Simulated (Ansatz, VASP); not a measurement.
One calculation of Ru, two programs

POSCAR

```
Ru
1.0
    2.6876397213      0.0000000000      0.0000000000
   -1.3438198606      2.3275642749      0.0000000000
    0.0000000000      0.0000000000      4.2531615502
Ru
2
Direct
    0.6666666667      0.3333333333      0.7500000000
    0.3333333333      0.6666666667      0.2500000000
```

The input INCAR.step1:

```
ALGO     = Normal         # electronic algorithm
EDIFF    = 1E-4           # SCF threshold, eV
ENCUT    = 520            # plane-wave cutoff, eV
GGA      = PE             # functional
ISMEAR   = -1             # smearing method
LASPH    = T              # aspherical terms in the spheres
LCHARG   = F              # write CHGCAR
LREAL    = F              # projectors in reciprocal space
LWAVE    = T              # write WAVECAR
NBANDS   = 21             # bands
NELM     = 100            # most SCF steps
PREC     = Accurate       # precision mode
SIGMA    = 0.05           # smearing width, eV
```

File INCAR.step2:

```
ALGO     = Normal         # electronic algorithm
EDIFF    = 1E-7           # SCF threshold, eV
ENCUT    = 520            # plane-wave cutoff, eV
ISIF     = 2              # what is computed and relaxed
ISMEAR   = -1             # smearing method
ISTART   = 1            
IVDW     = 12             # dispersion correction
LASPH    = T              # aspherical terms in the spheres
LCHARG   = F              # write CHGCAR
LMIXTAU  = T            
LREAL    = F              # projectors in reciprocal space
LWAVE    = F              # write WAVECAR
METAGGA  = R2SCAN         # meta-GGA
NBANDS   = 21             # bands
NELM     = 100            # most SCF steps
PREC     = Accurate       # precision mode
SIGMA    = 0.05           # smearing width, eV
VDW_A1   = 0.49484001   
VDW_A2   = 5.73083694   
VDW_S6   = 1.0          
VDW_S8   = 0.78981345
```

The input KPOINTS:

```
k-points
0
Gamma
  11 11 6
```

input.yaml

```yaml
crystal:
  lattice:
    - [2.6876397213, 0.0, 0.0]
    - [-1.3438198606, 2.3275642749, 0.0]
    - [0.0, 0.0, 4.2531615502]
  atoms:
    - { symbol: Ru, position: [0.6666666667, 0.3333333333, 0.75] }
    - { symbol: Ru, position: [0.3333333333, 0.6666666667, 0.25] }
hamiltonian:
  xc: r2scan
  pseudopotentials: { kind: paw }
  dispersion: d3bj
kpoints:
  mp_grid: { grid: [11, 11, 6] }
scf:
  occupations: { method: fermi_dirac, width: 0.05 }
output:
  forces: true
  stress: true
  eigenvalues: true
```

Alike in both runs: task single point; functional r2SCAN; dispersion D3(BJ); k mesh 11 × 11 × 6; occupations fermi-dirac, width 0.05 eV; no spin polarisation.

|  | VASP | Ansatz |
| --- | --- | --- |
| version | VASP 6.6.1 | Ansatz 0.2.0 |
| potentials or method | VASP PAW PBE potentials, release 64 (Ru_pv) | Ansatz PAW |
| plane-wave cutoff (eV) | 520 | 500 |
| valence electrons in the cell | 28 | 32 |

```tsv
	VASP	Ansatz	Ansatz less VASP
gap on the k mesh at the Fermi level (eV)	none	none	-
pressure (GPa)	3.0	1.3	-1.66
largest component of the traceless stress (GPa)	0.25	0.36	+0.113
dispersion energy (meV/atom)	-299.8	-300.0	-0.18
```

A gap of «none» marks a metal or a gap that the smearing closes. The two sets of potentials don't hold the same shells in valence.

Caveats: pairwise dispersion overbinds metals, which lowers pressure and volume; the PAW data sets were made with another functional, which shifts forces and pressure a little (VASP); the PAW data sets come from PBE, with cores solved anew for the run's functional, which leaves a small shift of forces and pressure (Ansatz); the dispersion damping was fitted for another functional or another form of the correction (Ansatz).
